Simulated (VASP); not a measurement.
# TiB2 (P6/mmm) in VASP: further runs

One crystal, TiB2, is run at these levels: LDA; tasks: single point, relaxation of cell and atoms.

Everything below comes from runs of VASP 6.6.1. Logs are shortened: lines on timing, memory, paths and dates and some standing lists are left out, and cuts for length are marked.

## Step 1: The crystal as given

It takes space group P6/mmm (No. 191, hexagonal). The conventional cell has a = 2.994 Å, b = 2.994 Å, c = 3.160 Å, α = 90.00°, β = 90.00°, γ = 120.00°. Ti (site symmetry 6/mmm) has 12 B at 2.34 Å as nearest neighbours. B (site symmetry -6m2) has 3 B at 1.73 Å as nearest neighbours.

## Step 2: Single point, LDA

File INCAR:

```
SYSTEM = TiB2
PREC = Accurate
ENCUT = 520
EDIFF = 1E-6
ISMEAR = 0
SIGMA = 0.1
LREAL = .FALSE.
LASPH = .TRUE.
NELM = 100
ALGO = Normal
ISIF = 2
LWAVE = .FALSE.
LCHARG = .TRUE.
LELF = .TRUE.
LVHAR = .TRUE.
NBANDS = 16
```

File KPOINTS:

```
Automatic mesh
0
G
  18 18 14
  0 0 0
```

File POSCAR:

```
TiB2
1.0
    2.9936880098      0.0000000000      0.0000000000
   -1.4968440049      2.5926098675      0.0000000000
    0.0000000000      0.0000000000      3.1601725222
Ti B
1 2
Direct
    0.0000000000      0.0000000000      0.0000000000
    0.3333333333      0.6666666667      0.5000000000
    0.6666666667      0.3333333333      0.5000000000
```

Potentials or basis: VASP PAW LDA potentials, release 64 (Ti_sv, B).

On the command line:

```
$ cat potpaw_LDA.64/Ti_sv/POTCAR potpaw_LDA.64/B/POTCAR > POTCAR
$ mpirun -np 1 vasp_std > vasp.out
```

OUTCAR:

```text
SYSTEM = TiB2
   PREC = Accurate
   ENCUT = 520
   EDIFF = 1E-6
   ISMEAR = 0
   LREAL = .FALSE.
   LASPH = .TRUE.
   NELM = 100
   ISIF = 2

 ion  position               nearest neighbor table
   1  0.000  0.000  0.000-   2 2.34   3 2.34   2 2.34   3 2.34   3 2.34   3 2.34   2 2.34   2 2.34
                             3 2.34   3 2.34   2 2.34   2 2.34
   2  0.333  0.667  0.500-   3 1.73   3 1.73   3 1.73   1 2.34   1 2.34   1 2.34   1 2.34   1 2.34
                             1 2.34
   3  0.667  0.333  0.500-   2 1.73   2 1.73   2 1.73   1 2.34   1 2.34   1 2.34   1 2.34   1 2.34
                             1 2.34

  LATTYP: Found a hexagonal cell.
 ALAT       =     2.9936880098
 C/A-ratio  =     1.0556118446

  Lattice vectors:

 A1 = (   2.9936880098,   0.0000000000,   0.0000000000)
 A2 = (  -1.4968440049,   2.5926098675,   0.0000000000)
 A3 = (   0.0000000000,   0.0000000000,   3.1601725222)

Analysis of symmetry for initial positions (statically):
=====================================================================
 Subroutine PRICEL returns:
 Original cell was already a primitive cell.

 Routine SETGRP: Setting up the symmetry group for a
 hexagonal supercell.

 Subroutine GETGRP returns: Found 24 space group operations
 (whereof 24 operations were pure point group operations)
 out of a pool of 24 trial point group operations.

The static configuration has the point symmetry D_6h.

Analysis of symmetry for dynamics (positions and initial velocities):
=====================================================================
 Subroutine PRICEL returns:
 Original cell was already a primitive cell.

 Routine SETGRP: Setting up the symmetry group for a
 hexagonal supercell.

 Subroutine GETGRP returns: Found 24 space group operations
 (whereof 24 operations were pure point group operations)
 out of a pool of 24 trial point group operations.

The dynamic configuration has the point symmetry D_6h.

 Subroutine INISYM returns: Found 24 space group operations
 (whereof 24 operations are pure point group operations),
 and found     1 'primitive' translations

----------------------------------------------------------------------------------------

                                     Primitive cell

  volume of cell :      24.5276

  direct lattice vectors                    reciprocal lattice vectors
     2.993688010  0.000000000  0.000000000     0.334036144  0.192855858  0.000000000
    -1.496844005  2.592609868  0.000000000     0.000000000  0.385711716  0.000000000
     0.000000000  0.000000000  3.160172522     0.000000000  0.000000000  0.316438420

  length of vectors
     2.993688010  2.993688010  3.160172522     0.385711716  0.385711716  0.316438420

  position of ions in fractional coordinates (direct lattice)
     0.000000000  0.000000000  0.000000000
     0.333333333  0.666666667  0.500000000
     0.666666667  0.333333333  0.500000000

  ion indices of the primitive-cell ions
   primitive index   ion index
                 1           1
                 2           2
                 3           3

----------------------------------------------------------------------------------------

 KPOINTS: Automatic mesh

Automatic generation of k-mesh.
 Grid dimensions read from file:
 generate k-points for:   18   18   14

 Generating k-lattice:

  Cartesian coordinates                     Fractional coordinates (reciprocal lattice)
     0.018557564  0.010714214  0.000000000     0.055555556  0.000000000  0.000000000
     0.000000000  0.021428429  0.000000000     0.000000000  0.055555556  0.000000000
     0.000000000  0.000000000  0.022602744     0.000000000  0.000000000  0.071428571

  Length of vectors
     0.021428429  0.021428429  0.022602744

  Shift w.r.t. Gamma in fractional coordinates (k-lattice)
     0.000000000  0.000000000  0.000000000

 Subroutine IBZKPT returns following result:
 ===========================================

 Found    296 irreducible k-points:

 Following reciprocal coordinates:
            Coordinates               Weight
  0.000000  0.000000  0.000000      1.000000
  0.055556  0.000000  0.000000      6.000000
  0.111111  0.000000  0.000000      6.000000
  0.166667 -0.000000  0.000000      6.000000
  0.222222 -0.000000  0.000000      6.000000
  0.277778  0.000000  0.000000      6.000000
[... 16 lines left out ...]
  0.333333  0.111111  0.000000     12.000000
  0.388889  0.111111  0.000000     12.000000
 [... further k-points ...]
   k-points           NKPTS =    296   k-points in BZ     NKDIM =    296   number of bands    NBANDS=     16
   number of dos      NEDOS =    301   number of ions     NIONS =      3
   total plane-waves  NPLWV =  13824
   dimension x,y,z NGX =    24 NGY =   24 NGZ =   24
   dimension x,y,z NGXF=    48 NGYF=   48 NGZF=   48
   ions per type =               1   2
   NGX,Y,Z   is equivalent  to a cutoff of  13.33, 13.33, 12.63 a.u.
   NGXF,Y,Z  is equivalent  to a cutoff of  26.66, 26.66, 25.25 a.u.
 SYSTEM =  TiB2
   PREC   = accura    normal or accurate (medium, high low for compatibility)
   ISTART =      0    job   : 0-new  1-cont  2-samecut
   ICHARG =      2    charge: 1-file 2-atom 10-const
   ISPIN  =      1    spin polarized calculation?
   LNONCOLLINEAR =      F non collinear calculations
   LSORBIT =      F    spin-orbit coupling
   LASPH  =      T    aspherical Exc in radial PAW
   ENCUT  =  520.0 eV  38.22 Ry    6.18 a.u.   5.57  5.57  5.88*2*pi/ulx,y,z
   NELM   =    100;   NELMIN=  2; NELMDL= -5     # of ELM steps
   EDIFF  = 0.1E-05   stopping-criterion for ELM
   LREAL  =      F    real-space projection
   EDIFFG = 0.1E-04   stopping-criterion for IOM
   NSW    =      0    number of steps for IOM
   IBRION =     -1    ionic relax: 0-MD 1-quasi-New 2-CG
   NFREE  =      0    steps in history (QN), initial steepest desc. (CG)
   ISIF   =      2    stress and relaxation
   ISYM   =      2    0-nonsym 1-usesym 2-fastsym
   POTIM  = 0.5000    time-step for ionic-motion
   TEBEG  =    0.0;   TEEND  =   0.0 temperature during run
   PSTRESS=    0.0 pullay stress
   NELECT =      18.0000    total number of electrons
   NUPDOWN=      -1.0000    fix difference up-down
   EMIN   =  10.00;   EMAX   =-10.00  energy-range for DOS
   EFERMI =   0.00;   METHOD = LEGACY
   ISMEAR =     0;   SIGMA  =   0.10  broadening in eV -4-tet -1-fermi 0-gaus
   EFERMI_NEDOS =   21; number of points for ismear=-14 and -15
   IALGO  =     38    algorithm
   IMIX   =      4    mixing-type and parameters
     AMIX     =   0.40;   BMIX     =  1.00
     AMIX_MAG =   1.60;   BMIX_MAG =  1.00
  volume/ion in A,a.u.               =       8.18        55.17
  Fermi-wavevector in a.u.,A,eV,Ry     =   1.476661  2.790485 29.667884  2.180528
  Thomas-Fermi vector in A             =   2.591160
   LORBIT       =      0    0 simple, 1 ext, 2 COOP (PROOUT), +10 PAW based schemes
   GGA     = CA    functional components
   LHFCALC =     F    Hartree Fock is set to
   AEXX    =    0.0000 exact exchange contribution
   IVDW    =     0    specifies the selected vdW correction
   LEPSILON=     F    determine dielectric tensor
   LRPA    =     F    only Hartree local field effects (RPA)
 non-spin polarized calculation
 Gauss-broadening in eV      SIGMA  =   0.10
  energy-cutoff  :      520.00
  volume of cell :       24.53
 maximum number of plane-waves:       684
 NGX is ok and might be reduce to    24
   NGX = 11   NGY = 11   NGZ = 11

 number of electron      18.0000000 magnetization

 Free energy of the ion-electron system (eV)
  ---------------------------------------------------
  ext. energy  EPLUGINS =         0.00000000
  ---------------------------------------------------
  free energy    TOTEN  =       -26.92221933 eV

  energy without entropy =      -26.92050687  energy(sigma->0) =      -26.92136310

 E-fermi :  10.4672     XC(G=0): -13.1713

 val. band max:       10.4482982832   @ k =   0.0556   0.0556   0.5000
 cond. band min:      10.4690753035   @ k =   0.0000   0.0000   0.3571
 fundamental gap:      0.0207770203
 Fermi energy:        10.4672441495

 k-point     1 :       0.0000    0.0000    0.0000
  band No.  band energies     occupation
      1     -45.6919      2.00000
      2     -22.4392      2.00000
      3     -22.0956      2.00000
      4     -22.0956      2.00000
      5      -3.0941      2.00000
      6       7.6785      2.00000
[... 8 lines left out ...]
     15      16.3547      0.00000
     16      17.7703      0.00000

 k-point     2 :       0.0556    0.0000    0.0000
  band No.  band energies     occupation
      1     -45.6898      2.00000
      2     -22.4367      2.00000
      3     -22.1106      2.00000
      4     -22.0989      2.00000
      5      -3.0330      2.00000
      6       7.5108      2.00000
[... 8 lines left out ...]
     15      16.7721      0.00000
     16      17.9534      0.00000

 k-point     3 :       0.1111    0.0000    0.0000
  band No.  band energies     occupation
      1     -45.6840      2.00000
      2     -22.4296      2.00000
      3     -22.1535      2.00000
      4     -22.1086      2.00000
      5      -2.8514      2.00000
      6       7.0411      2.00000
[... 8 lines left out ...]
     15      17.7036      0.00000
     16      18.5046      0.00000

 k-point     4 :       0.1667   -0.0000    0.0000
  band No.  band energies     occupation
      1     -45.6749      2.00000
      2     -22.4186      2.00000
      3     -22.2188      2.00000
      4     -22.1235      2.00000
      5      -2.5547      2.00000
      6       6.3558      2.00000
[... 8 lines left out ...]
     15      18.8751      0.00000
     16      18.9089      0.00000
[... 324 lines left out ...]
 k-point    22 :       0.2778    0.1111    0.0000
  band No.  band energies     occupation
      1     -45.6379      2.00000
      2     -22.4564      2.00000
      3     -22.3734      2.00000
      4     -22.2071      2.00000
      5      -0.8987      2.00000
      6       3.8371      2.00000
[... 8 lines left out ...]
     15      18.8907      0.00000
     16      20.0945      0.00000

 k-point    23 :       0.3333    0.1111    0.0000
  band No.  band energies     occupation
      1     -45.6294      2.00000
      2     -22.5102      2.00000
      3     -22.3630      2.00000
      4     -22.2259      2.00000
      5      -0.2374      2.00000
      6       2.9756      2.00000
[... 8 lines left out ...]
     15      18.8723      0.00000
     16      19.9690      0.00000

 k-point    24 :       0.3889    0.1111    0.0000
  band No.  band energies     occupation
      1     -45.6238      2.00000
      2     -22.5451      2.00000
      3     -22.3562      2.00000
      4     -22.2382      2.00000
      5       0.4878      2.00000
      6       2.1237      2.00000
[... 8 lines left out ...]
     15      18.8195      0.00000
     16      19.8729      0.00000

 [... further k-points ...]

------------------------ aborting loop because EDIFF is reached ----------------------------------------

  FORCE on cell =-STRESS in cart. coord.  units (eV):
  Direction    XX          YY          ZZ          XY          YZ          ZX
  --------------------------------------------------------------------------------------
  -------------------------------------------------------------------------------------
  Total        0.0944302      0.0944302      0.0930914      0.0000000     -0.0000000      0.0000000
  in kB        6.1683209      6.1683209      6.0808698      0.0000000     -0.0000000      0.0000000
  external PRESSURE =       6.1391705 kB  Pullay stress =       0.0000000 kB

 VOLUME and BASIS-vectors are now :
 -----------------------------------------------------------------------------
  energy-cutoff  :      520.00
  volume of cell :       24.53
      direct lattice vectors                 reciprocal lattice vectors
     2.993688010  0.000000000  0.000000000     0.334036144  0.192855858  0.000000000
    -1.496844005  2.592609868  0.000000000     0.000000000  0.385711716  0.000000000
     0.000000000  0.000000000  3.160172522     0.000000000  0.000000000  0.316438420

 POSITION                                       TOTAL-FORCE (eV/Angst)
 -----------------------------------------------------------------------------------
      0.00000      0.00000      0.00000        -0.000000     -0.000000      0.000000
     -0.00000      1.72841      1.58009        -0.000000      0.000000     -0.000000
      1.49684      0.86420      1.58009         0.000000     -0.000000      0.000000
 -----------------------------------------------------------------------------------
    total drift:                               -0.000000      0.000000      0.000000

  FREE ENERGIE OF THE ION-ELECTRON SYSTEM (eV)
  ---------------------------------------------------
  free  energy   TOTEN  =       -26.9222193277 eV

  energy  without entropy=      -26.9205068679  energy(sigma->0) =      -26.92136310
```

Run time: 44 s. Hardware: 1 thread of Intel Xeon Platinum 8488C (Sapphire Rapids), shared host; peak memory 0.21 GiB.

Results:

| Property | Result |
| --- | --- |
| Free energy | -26.9222 eV |
| Pressure | 0.6 GPa |
| Band gap on the k mesh | none (metal or under the smearing width) |

Levels at points of the mesh, in eV from the Fermi level:
| k point | band 7 | band 8 | band 9 | band 10 | band 11 | band 12 |
| --- | --- | --- | --- | --- | --- | --- |
| (0.00, 0.00, 0.00) | -2.79 | -2.24 | -2.20 | 1.98 | 1.98 | 3.88 |
| (0.50, 0.00, 0.00) | -3.35 | -3.31 | -2.42 | 1.39 | 2.84 | 3.37 |
| (0.00, 0.00, 0.50) | -0.61 | -0.61 | -0.29 | -0.29 | 0.41 | 0.41 |
| (0.50, 0.00, 0.50) | -4.86 | -3.99 | -3.10 | 2.65 | 3.05 | 4.85 |

## Step 3: Relaxation of cell and atoms, LDA

File INCAR:

```
SYSTEM = TiB2
ALGO = Fast
EDIFF = 1E-6
EDIFFG = -0.005
ENCUT = 600
IBRION = 2
ISIF = 3
ISMEAR = 0
LASPH = .True.
LCHARG = .False.
LREAL = .False.
LWAVE = .False.
NELM = 100
NSW = 100
PREC = Accurate
SIGMA = 0.1
```

File KPOINTS:

```
k-points
0
Gamma
  18 18 14
  0 0 0
```

File POSCAR:

```
TiB2
1.0
    2.9951377443      0.0000000000      0.0000000000
   -1.4975688721      2.5938653744      0.0000000000
    0.0000000000      0.0000000000      3.1574986385
Ti B
1 2
Direct
    0.0000000000      0.0000000000      0.0000000000
    0.3333333333      0.6666666667      0.5000000000
    0.6666666667      0.3333333333      0.5000000000
```

Potentials or basis: VASP PAW LDA potentials, release 64 (Ti_sv, B).

On the command line:

```
$ cat potpaw_LDA.64/Ti_sv/POTCAR potpaw_LDA.64/B/POTCAR > POTCAR
$ mpirun -np 1 vasp_std > vasp.out
```

Wall time 4.3 min (1 thread of Intel Xeon Platinum 8488C (Sapphire Rapids), shared host); peak memory 0.24 GiB.

It converged, with:

```
Free energy                            : -26.9241 eV
Relaxed volume                         : 8.19 Å³/atom
Relaxed cell                           : a = 2.995 Å, b = 2.995 Å, c = 3.163 Å, α = 90.00°, β = 90.00°, γ = 120.00°
Space group after relaxing (to 0.05 Å) : P6/mmm (No. 191)
Energy gained by relaxing              : 0.0 meV/atom
Ionic steps                            : 5
Pressure after relaxing                : 0.0 GPa
Band gap on the k mesh                 : none (metal or under the smearing width)
```

Step by step:
```tsv
step	energy change (eV)	largest force (eV/Å)	pressure (GPa)	volume (Å³)
1	0.0000	0.0000	0.42	24.53
2	-0.0001	0.0000	-0.39	24.61
3	-0.0001	0.0000	-0.18	24.58
4	-0.0001	0.0000	-0.10	24.58
5	-0.0001	0.0000	0.03	24.57
```

Final structure:
```xyz
3
Lattice="2.9950 0.0000 0.0000 -1.4975 2.5938 0.0000 0.0000 0.0000 3.1626" Properties=species:S:1:pos:R:3 pbc="T T T"
Ti    1.4975    2.5938    0.0000
B     0.0000    1.7292    1.5813
B     1.4975    0.8646    1.5813
```

Levels at points of the mesh, in eV from the Fermi level:
```
           k point  band 7  band 8  band 9  band 10  band 11  band 12
(0.00, 0.00, 0.00)   -2.78   -2.24   -2.20     1.97     1.97     3.86
(0.50, 0.00, 0.00)   -3.35   -3.31   -2.41     1.39     2.84     3.36
(0.00, 0.00, 0.50)   -0.61   -0.61   -0.29    -0.29     0.41     0.41
(0.50, 0.00, 0.50)   -4.85   -3.98   -3.10     2.64     3.04     4.83
```

(Part 1 of 2 ends here.)
